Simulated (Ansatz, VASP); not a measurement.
TiC in VASP and in Ansatz

```xyz
2
Lattice="0.0000 2.1364 2.1364 2.1364 0.0000 2.1364 2.1364 2.1364 0.0000" Properties=species:S:1:pos:R:3 pbc="T T T"
Ti    0.0000    0.0000    0.0000
C     2.1364    2.1364    2.1364
```

Change from the starting cell: volume scaled by 0.96.

Alike in both runs: task single point; functional PBEsol; k mesh 11 × 11 × 11; occupations fermi-dirac, width 0.05 eV; no spin polarisation.

|  | VASP | Ansatz |
| --- | --- | --- |
| version | VASP 6.6.1 | Ansatz 0.2.0 |
| potentials or method | VASP PAW PBE potentials, release 64 (Ti_sv, C), cutoff 520 eV | all-electron LAPW, scalar-relativistic |

Ansatz gave:

- gap on the k mesh at the Fermi level (eV): none
- pressure (GPa): 3.9

Q: Which values does VASP return?

A: gap on the k mesh at the Fermi level (eV): none; pressure (GPa): 4.1.

A gap of «none» marks a metal or a gap that the smearing closes. Ansatz ran all-electron here, so the differences hold the error of VASP's frozen core and of both bases.

Caveats: the PAW data sets were made with another functional, which shifts forces and pressure a little (VASP).
